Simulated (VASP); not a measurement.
# Pb (P6_3/mmc) in VASP: settings compared, part 2 of 2

VASP 6.6.1. The steps go on from the part before.

**4. Relaxation of cell and atoms, PBE**

File INCAR:

```
SYSTEM = Pb
  PREC = Accurate
  ENCUT = 600
  EDIFF = 1E-6
  ISMEAR = -1
  SIGMA = 0.05
  LREAL = .FALSE.
  LASPH = .TRUE.
  NELM = 80
  ALGO = Normal
  ISIF = 3
  LWAVE = .FALSE.
  LCHARG = .FALSE.
  GGA = PE
  IBRION = 2
  NSW = 40
  EDIFFG = -0.01
```

File KPOINTS:

```
regular mesh
0
G
  7 7 4
  0 0 0
```

File POSCAR:

```
Pb
1.0
    3.4800000000      0.0000000000      0.0000000000
   -1.7400000000      3.0137684052      0.0000000000
    0.0000000000      0.0000000000      5.5900000000
Pb
2
Direct
    0.6666666667      0.3333333333      0.7500000000
    0.3333333333      0.6666666667      0.2500000000
```

Potentials or basis: VASP PAW PBE potentials, release 64 (Pb_d).

Launch:

```bash
$ cat potpaw_PBE.64/Pb_d/POTCAR > POTCAR
$ mpirun -np 1 vasp_std > vasp.out
```

OUTCAR:

```text
SYSTEM = Pb
   PREC = Accurate
   ENCUT = 600
   EDIFF = 1E-6
   ISMEAR = -1
   LREAL = .FALSE.
   LASPH = .TRUE.
   NELM = 80
   ISIF = 3
   GGA = PE
   IBRION = 2
   NSW = 40
   EDIFFG = -0.01

 ion  position               nearest neighbor table
   1  0.667  0.333  0.750-   2 3.44   2 3.44   2 3.44   2 3.44   2 3.44   2 3.44
   2  0.333  0.667  0.250-   1 3.44   1 3.44   1 3.44   1 3.44   1 3.44   1 3.44

  LATTYP: Found a hexagonal cell.
 ALAT       =     3.4800000000
 C/A-ratio  =     1.6063218391

  Lattice vectors:

 A1 = (   3.4800000000,   0.0000000000,   0.0000000000)
 A2 = (  -1.7400000000,   3.0137684052,   0.0000000000)
 A3 = (   0.0000000000,   0.0000000000,   5.5900000000)

Analysis of symmetry for initial positions (statically):
=====================================================================
 Subroutine PRICEL returns:
 Original cell was already a primitive cell.

 Routine SETGRP: Setting up the symmetry group for a
 hexagonal supercell.

 Subroutine GETGRP returns: Found 24 space group operations
 (whereof 12 operations were pure point group operations)
 out of a pool of 24 trial point group operations.

The static configuration has the point symmetry D_3d.
 The point group associated with its full space group is D_6h.

Analysis of symmetry for dynamics (positions and initial velocities):
[... 147 lines left out ...]
 NGX is ok and might be reduce to    28
   NGX = 13   NGY = 13   NGZ = 23

--------------------------------------- Ionic step        1  -------------------------------------------

 number of electron      27.9999996 magnetization

 Free energy of the ion-electron system (eV)
  ---------------------------------------------------
  ext. energy  EPLUGINS =         0.00000000
  ---------------------------------------------------
  free energy    TOTEN  =        -7.04075617 eV

  energy without entropy =       -7.03393318  energy(sigma->0) =       -7.03734467

 E-fermi :   7.7945     XC(G=0): -10.3519

 val. band max:        7.6860568746   @ k =   0.2857   0.2857   0.0000
 cond. band min:       7.9506521846   @ k =   0.2857   0.1429   0.2500
 fundamental gap:      0.2645953100
 Fermi energy:         7.7945375348

 k-point     1 :       0.0000    0.0000    0.0000
  band No.  band energies     occupation
      1      -9.4817      2.00000
      2      -9.4337      2.00000
      3      -9.4184      2.00000
      4      -9.4184      2.00000
      5      -9.3935      2.00000
      6      -9.3935      2.00000
[... 708 lines left out ...]
--------------------------------------- Ionic step        7  -------------------------------------------

 number of electron      28.0000004 magnetization

 Free energy of the ion-electron system (eV)
  ---------------------------------------------------
  ext. energy  EPLUGINS =         0.00000000
  ---------------------------------------------------
  free energy    TOTEN  =        -7.09372208 eV

  energy without entropy =       -7.08361407  energy(sigma->0) =       -7.08866808

 E-fermi :   6.9161     XC(G=0):  -9.9721

 val. band max:        6.8495129659   @ k =   0.2857   0.2857   0.0000
 cond. band min:       6.9989125915   @ k =   0.1429   0.1429   0.5000
 fundamental gap:      0.1493996256
 Fermi energy:         6.9161294787

 k-point     1 :       0.0000    0.0000    0.0000
  band No.  band energies     occupation
      1     -10.2882      2.00000
      2     -10.2532      2.00000
      3     -10.2496      2.00000
      4     -10.2496      2.00000
      5     -10.2300      2.00000
      6     -10.2300      2.00000
[... 522 lines left out ...]
  FREE ENERGIE OF THE ION-ELECTRON SYSTEM (eV)
  ---------------------------------------------------
  free  energy   TOTEN  =        -7.0937220831 eV

  energy  without entropy=       -7.0836140740  energy(sigma->0) =       -7.08866808

 reached required accuracy - stopping structural energy minimisation
```

OSZICAR:

```text
N       E                     dE             d eps       ncg     rms          rms(c)
DAV:   1     0.296241343545E+03    0.29624E+03   -0.16163E+04   864   0.216E+03
DAV:   2     0.127249342913E+02   -0.28352E+03   -0.28027E+03   864   0.461E+02
DAV:   3    -0.651701588236E+01   -0.19242E+02   -0.18891E+02  1110   0.148E+02
[... 54 lines left out ...]
DAV:   1    -0.709381041365E+01   -0.94010E-04   -0.37780E-03  1074   0.579E-01    0.420E-02
DAV:   2    -0.709375396070E+01    0.56453E-04   -0.10877E-04  1224   0.163E-01    0.263E-02
DAV:   3    -0.709372141634E+01    0.32544E-04   -0.63710E-05  1106   0.134E-01    0.256E-03
DAV:   4    -0.709372218308E+01   -0.76674E-06   -0.11747E-05   888   0.482E-02    0.111E-03
DAV:   5    -0.709372208311E+01    0.99974E-07   -0.28388E-07   432   0.876E-03
   7 F= -.70937221E+01 E0= -.70886681E+01  d E =-.363772E-03
```

CONTCAR:

```text
Pb
   1.00000000000000
     3.5895929647682010   -0.0000000000000001    0.0000000000000000
    -1.7947964823841005    3.1086786967681728   -0.0000000000000000
    -0.0000000000000000   -0.0000000000000000    5.6869175270628753
  Pb
     2
Direct
     0.6666666667000030    0.3333333332999970    0.7500000000000000
     0.3333333332999970    0.6666666667000030    0.2500000000000000

  0.00000000E+00  0.00000000E+00  0.00000000E+00
  0.00000000E+00  0.00000000E+00  0.00000000E+00
```

It took 2 min on 1 thread of Intel Xeon Platinum 8559C (Emerald Rapids), shared host; peak memory 0.2 GiB.

What came out:

```
Free energy                            : -7.0937 eV
Relaxed volume                         : 31.73 Å³/atom
Relaxed cell                           : a = 3.590 Å, b = 3.590 Å, c = 5.687 Å, α = 90.00°, β = 90.00°, γ = 120.00°
Space group after relaxing (to 0.05 Å) : P6_3/mmc (No. 194)
Energy gained by relaxing              : 26.5 meV/atom
Ionic steps                            : 7
Pressure after relaxing                : 0.0 GPa
Band gap on the k mesh                 : none (metal or under the smearing width)
```

Step by step:
```
step  energy change (eV)  largest force (eV/Å)  pressure (GPa)  volume (Å³)
   1              0.0000                0.0000            3.80        58.63
   2             -0.0496                0.0000           -0.76        64.72
   3             -0.0526                0.0000           -0.01        63.40
   4             -0.0526                0.0000           -0.06        63.50
   5             -0.0529                0.0000           -0.06        63.48
   6             -0.0530                0.0000           -0.04        63.46
   7             -0.0530                0.0000           -0.02        63.46
```

Final structure:
```
CELL_PARAMETERS angstrom
3.58959 0.00000 0.00000
-1.79480 3.10868 0.00000
0.00000 0.00000 5.68692
ATOMIC_POSITIONS crystal
Pb 0.66667 0.33333 0.75000
Pb 0.33333 0.66667 0.25000
```

Levels at points of the mesh, in eV from the Fermi level:
| k point | band 12 | band 13 | band 14 | band 15 | band 16 | band 17 |
| --- | --- | --- | --- | --- | --- | --- |
| (0.00, 0.00, 0.00) | -7.98 | -4.05 | 4.85 | 4.85 | 6.63 | 6.63 |
| (0.00, 0.00, 0.50) | -10.40 | 0.87 | 0.87 | 5.71 | 5.71 | 5.71 |

Spin-orbit coupling is left out, which matters for the levels of Pb. PBE usually gives volumes a little too large and moduli too small.

**5. The runs side by side**

```tsv
task	level	potentials or basis	cell	k mesh	cutoff (eV)	smearing	gap on the mesh (eV)	pressure (GPa)
single point	RPBE	VASP PAW PBE potentials, release 54 (Pb_d)	as given	9 × 9 × 5	520	gaussian 0.1 eV	none	5.7
electron localisation function	rSCAN	VASP PAW PBE potentials, release 64 (Pb_d)	as given	9 × 9 × 5	520	methfessel-paxton 0.1 eV	none	2.9
relaxation of cell and atoms	PBE	VASP PAW PBE potentials, release 64 (Pb_d)	relaxed	7 × 7 × 4	600	fermi-dirac 0.05 eV	none	0.0
```

Alike in all rows: no spin polarisation.

Caveats: the PAW data sets were made with another functional, which shifts forces and pressure a little (some runs).

Absolute energies hang on the potentials; compare differences alone.
